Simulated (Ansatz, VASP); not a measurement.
One calculation of MoS2, two programs

Contents of INCAR:

```
SYSTEM = MoS2
  ALGO = Normal
  EDIFF = 1E-6
  ENCUT = 520
  GGA = CA
  ISIF = 2
  ISMEAR = 0
  ISPIN = 2
  LASPH = .True.
  LCHARG = .False.
  LDAU = .True.
  LDAUJ = 0 0
  LDAUL = 2 -1
  LDAUPRINT = 1
  LDAUTYPE = 2
  LDAUU = 2 0
  LMAXMIX = 4
  LORBIT = 11
  LREAL = .False.
  LWAVE = .False.
  MAGMOM = 2 0 0
  NBANDS = 24
  NELM = 150
  PREC = Accurate
  SIGMA = 0.05
```

KPOINTS

```
k-points
0
Gamma
  7 7 7
  0 0 0
```

The input POSCAR:

```
MoS2
1.0
    1.5855002900      0.9153890200      6.1149982500
   -1.5855002900      0.9153890200      6.1149982500
    0.0000000000     -1.8307780400      6.1149982500
Mo S
1 2
Direct
    0.0000000000      0.0000000000      0.0000000000
    0.7500000000      0.7500000000      0.7500000000
    0.2500000000      0.2500000000      0.2500000000
```

Input for Ansatz:

```yaml
crystal:
  lattice:
    - [1.58550029, 0.91538902, 6.11499825]
    - [-1.58550029, 0.91538902, 6.11499825]
    - [0.0, -1.83077804, 6.11499825]
  atoms:
    - { symbol: Mo, position: [0.0, 0.0, 0.0], spin: 2.0 }
    - { symbol: S, position: [0.75, 0.75, 0.75] }
    - { symbol: S, position: [0.25, 0.25, 0.25] }
basis:
  ecutwfc: 420
  ecutrho_ratio: 4
kpoints:
  mp_grid: { grid: [7, 7, 7] }
hamiltonian:
  xc: lda
  hubbard: { sites: [{ site: 0, l: d, u_eff: 2.0 }] }
scf:
  occupations: { method: gaussian, width: 0.05 }
  lower_state_search: "off"
  max_iter: 150
output:
  forces: true
  stress: true
  eigenvalues: true
  populations: true
  hubbard: { sites: [{ site: 0, l: d }] }
magnetization:
  spin_polarized: true
```

Alike in both runs: task single point; functional LDA; k mesh 7 × 7 × 7; occupations gaussian, width 0.05 eV; collinear spin; Hubbard terms Mo d U = 2.0 eV.

|  | VASP | Ansatz |
| --- | --- | --- |
| version | VASP 6.6.1 | Ansatz 0.2.0 |
| potentials or method | VASP PAW LDA potentials, release 64 (Mo_sv, S) | scalar-relativistic, plane waves, PAW |
| plane-wave cutoff (eV) | 520 | 420 |
| valence electrons in the cell | 26 | 26 |

Ansatz gave:

| Item | Value |
| --- | --- |
| gap on the k mesh at the Fermi level (eV) | none |
| pressure (GPa) | 0.2 |
| largest component of the traceless stress (GPa) | 2.80 |
| rms of the force components (eV/Å) | 0.269 |
| net moment per atom (μB) | 0.00 |

**Question.** What did VASP give for the same quantities?

**Answer.** gap on the k mesh at the Fermi level (eV): none; pressure (GPa): 1.6; largest component of the traceless stress (GPa): 2.67; rms of the force components (eV/Å): 0.332; net moment per atom (μB): 0.00.

The programs project onto different local orbitals, so the same U acts differently. Atom by atom the forces differ by 0.062 eV/Å (rms over components). A gap of «none» marks a metal or a gap that the smearing closes. Ansatz warned: «filled_band_counts_differ_across_k_points».

Caveats: the cell's inner coordinates are idealised or old, which leaves forces on the atoms. The state reached can hang on the start; a lower one may exist.
